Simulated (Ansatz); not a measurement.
Base system: SrF$_{2}$ in the fluorite structure (space group Fm-3m, No. 225; a = 5.7581 Å).

All numbers come from PBEsol in Ansatz (plane waves to 420 eV, PAW, scalar-relativistic without spin-orbit coupling).

One change was made to it. Results:

```json
[
 {"quantity": "band gap", "base": "6.90 eV", "after": "6.92 eV"},
 {"quantity": "electron mass", "base": "0.51 mₑ (at Γ)", "after": "0.51 mₑ (at Γ)"},
 {"quantity": "density", "base": "4.37 g/cm³", "after": "4.39 g/cm³"}
]
```

What was done to the base?
A) pressure −1 GPa
B) pressure −2 GPa
C) pressure 1.5 GPa
D) pressure 0.3 GPa
E) pressure 5 GPa

D, pressure 0.3 GPa. For comparison, the band gap in the other runs: pressure 5 GPa gives 7.23 eV; pressure −2 GPa gives 6.75 eV; pressure −1 GPa gives 6.83 eV; pressure 1.5 GPa gives 7.01 eV.

Load acts through the strain it causes; cell and atoms are relaxed under it. Masses are band curvatures over ±0.01 Å⁻¹ around the edge. Whether these cells are dynamically stable was not tested. No other phases were tried under pressure.

Ansatz is a quantum-chemistry and plane-wave program.
